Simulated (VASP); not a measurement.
Wanted: the native input for a VASP 6.6.1 run.

| Item | Value |
| --- | --- |
| Task | relaxation of cell and atoms |
| Functional | PBE |
| Potentials or basis | VASP PAW PBE potentials, release 54 (Ta_pv, Si) |
| Cutoff | 600 eV |
| k mesh | 5 × 5 × 3 |
| Occupations | fermi-dirac, width 0.05 eV |
| Spin | no spin polarisation |
| Further INCAR settings | ALGO = Fast; EDIFF = 1e-06; IBRION = 2; EDIFFG = -0.01; NSW = 40; ISIF = 3 |

The structure of TaSi2 lies in POSCAR:

```
TaSi2
1.0
    4.7800000000      0.0000000000      0.0000000000
   -2.3900000000      4.1396014301      0.0000000000
    0.0000000000      0.0000000000      6.5640000000
Ta Si
3 6
Direct
    0.0000000000      0.5000000000      0.1666666667
    0.5000000000      0.5000000000      0.8333333333
    0.5000000000      0.0000000000      0.5000000000
    0.3333000000      0.1666500000      0.1666666667
    0.1666500000      0.8333500000      0.8333333333
    0.8333500000      0.6667000000      0.5000000000
    0.6667000000      0.8333500000      0.1666666667
    0.8333500000      0.1666500000      0.8333333333
    0.1666500000      0.3333000000      0.5000000000
```

One way to write it, as run:

INCAR

```
SYSTEM = TaSi2
PREC = Accurate
ENCUT = 600
EDIFF = 1E-6
ISMEAR = -1
SIGMA = 0.05
LREAL = .FALSE.
LASPH = .TRUE.
NELM = 60
ALGO = Fast
ISIF = 3
LWAVE = .FALSE.
LCHARG = .FALSE.
GGA = PE
IBRION = 2
NSW = 40
EDIFFG = -0.01
```

KPOINTS

```
regular mesh
0
G
  5 5 3
  0 0 0
```

Potentials or basis: VASP PAW PBE potentials, release 54 (Ta_pv, Si).

The run is started by

```sh
$ cat potpaw_PBE.54/Ta_pv/POTCAR potpaw_PBE.54/Si/POTCAR > POTCAR
$ mpirun -np 1 vasp_std > vasp.out
```

Results of the run:

| Quantity | Value |
| --- | --- |
| Relaxed volume | 14.68 Å³/atom |
| Relaxed cell | a = 4.816 Å, b = 4.816 Å, c = 6.579 Å, α = 90.00°, β = 90.00°, γ = 120.00° |
| Space group after relaxing (to 0.05 Å) | P6_222 (No. 180) |
| Energy gained by relaxing | 20.4 meV/atom |
| Ionic steps | 10 |
| Pressure after relaxing | 0.0 GPa |
| Band gap on the k mesh | none (metal or under the smearing width) |

Wall time 6.9 min on 1 thread of AMD EPYC 7R43 64-Core Processor (Zen 3) (shared host), peak memory 0.29 GiB.
